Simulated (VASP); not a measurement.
A run of VASP 6.6.1 is set up as follows.

File POSCAR:

```
SnSe
1.0
   -0.1002467320      3.3639842963      3.3639842963
    3.3639842963     -0.1002467320      3.3639842963
    3.2637375643      3.2637375643      0.0000000000
Sn Se
1 1
Direct
   -0.0057375899     -0.0057375899      0.0057375899
    0.2557375899      0.2557375899      0.2442624101
```

The input INCAR.step1:

```
PREC     = Accurate       # precision mode
ENCUT    = 520            # plane-wave cutoff, eV
ISMEAR   = -1             # smearing method
SIGMA    = 0.02           # smearing width, eV
LREAL    = False          # projectors in reciprocal space
LASPH    = True           # aspherical terms in the spheres
NELM     = 100            # most SCF steps
NBANDS   = 17             # bands
GGA      = PE             # functional
ALGO     = Normal         # electronic algorithm
EDIFF    = 1E-4           # SCF threshold, eV
LWAVE    = True           # write WAVECAR
LCHARG   = False          # write CHGCAR
```

INCAR.step2

```
PREC     = Accurate       # precision mode
ENCUT    = 520            # plane-wave cutoff, eV
EDIFF    = 1E-7           # SCF threshold, eV
ISMEAR   = -1             # smearing method
SIGMA    = 0.02           # smearing width, eV
LREAL    = False          # projectors in reciprocal space
LASPH    = True           # aspherical terms in the spheres
NELM     = 100            # most SCF steps
ALGO     = Normal         # electronic algorithm
ISIF     = 2              # what is computed and relaxed
LWAVE    = False          # write WAVECAR
LCHARG   = True           # write CHGCAR
METAGGA  = R2SCAN         # meta-GGA
LMIXTAU  = True         
LELF     = True           # ELF
LVHAR    = True         
NBANDS   = 17             # bands
ISTART   = 1
```

Contents of KPOINTS:

```
regular mesh
0
Gamma
  6 6 6
```

Potentials or basis: VASP PAW PBE potentials, release 64 (Sn_d, Se).

Run with:

```console
$ cat potpaw_PBE.64/Sn_d/POTCAR potpaw_PBE.64/Se/POTCAR > POTCAR
$ cp INCAR.step1 INCAR
$ mpirun -np 1 vasp_std > vasp.out
$ cp INCAR.step2 INCAR
$ mpirun -np 1 vasp_std > vasp.out
```

What does it give for the pressure?

-0.1 GPa.

Estimate the band gap on the k mesh.

0.23 eV, indirect (least direct gap 0.73 eV).

What does it give for the largest force?

0.003 eV/Å.

Forces in eV/Å, atoms in the order of the input:
```
Sn   0.000  0.000 -0.003
Se   0.000  0.000  0.003
```

Caveat: the PAW data sets were made with another functional, which shifts forces and pressure a little; spin-orbit coupling is left out, which moves the levels of the heavy elements. A k mesh can miss the band edges.
